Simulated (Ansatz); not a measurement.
## TaAs: computed properties

Theory: Ansatz 0.2.0, DFT PBE, scalar-relativistic, plane waves, PAW.

Cutoff 420 eV; k points 12×12×8 on the computed 4-atom cell (Γ-centred); Gaussian smearing, width 0.10 eV; no spin polarisation.

The structure is relaxed at this level of theory with its symmetry kept, and needn't be the ground state of this composition.

Space group P4/nmm (No. 129), tetragonal, a = 4.182 Å, c = 6.043 Å. Ta is surrounded by 4 As at 2.60 Å and 4 Ta at 2.96 Å; As has 4 Ta at 2.60 Å.

| Property | Result |
| --- | --- |
| Volume per atom | 26.42 Å³ |
| Formation energy from the elements' standard states (uncorrected) | +0.101 eV/atom |
| Kohn–Sham band gap | none (metal) |
| Density of states at the Fermi level | 2.5 states/eV per cell |
| Orbital (Löwdin) character within 0.5 eV of the Fermi level | Ta 5d 77 %, As 4p 17 % |
| Bader charge by site (e) | Ta (2 in the cell) 0.99, As (2 in the cell) -0.99 |

Spin-orbit coupling is left out, which matters for the bands of heavy elements. The cell holds layers, chains or molecules and no dispersion correction was added, so their binding is poorly described.

The cell was found from a structure generator's guess, not taken from experiment. Löwdin shares on free-atom orbitals overweight diffuse shells.
